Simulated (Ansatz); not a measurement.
ZnS (R3m) at 2 levels of theory

One geometry, relaxed with PBE; plane waves with PAW potentials in Ansatz, scalar-relativistic. No spin polarisation. Gaps are the least over mesh and band path; pressure is positive in compression.

```cif
data_structure
_symmetry_space_group_name_H-M 'R3m:H'
_symmetry_Int_Tables_number 160
_cell_length_a 3.8462
_cell_length_b 3.8462
_cell_length_c 28.3477
_cell_angle_alpha 90.000
_cell_angle_beta 90.000
_cell_angle_gamma 120.000
_cell_volume 363.17
loop_
_atom_site_label
_atom_site_type_symbol
_atom_site_symmetry_multiplicity
_atom_site_Wyckoff_symbol
_atom_site_fract_x
_atom_site_fract_y
_atom_site_fract_z
_atom_site_occupancy
Zn1 Zn 3 a 0.66667 0.33333 0.33330 1
Zn2 Zn 3 a 0.00000 0.00000 0.22225 1
Zn3 Zn 3 a 0.33333 0.66667 0.11120 1
S1 S 3 a 0.00000 0.00000 0.08330 1
S2 S 3 a 0.33333 0.66667 0.19452 1
S3 S 3 a 0.00000 0.00000 0.30543 1
```

```json
{"level": "PBE", "cutoff (eV)": "420", "k mesh": "12×12×12", "gap (eV)": "2.06", "pressure (GPa)": "0.0"}
```

Question: What comes out on the same cell with PBEsol?

Answer:
```
 level  cutoff (eV)    k mesh  gap (eV)  pressure (GPa)
PBEsol          420  12×12×12      1.92            -3.4
```

It was relaxed from a Materials Project cell.
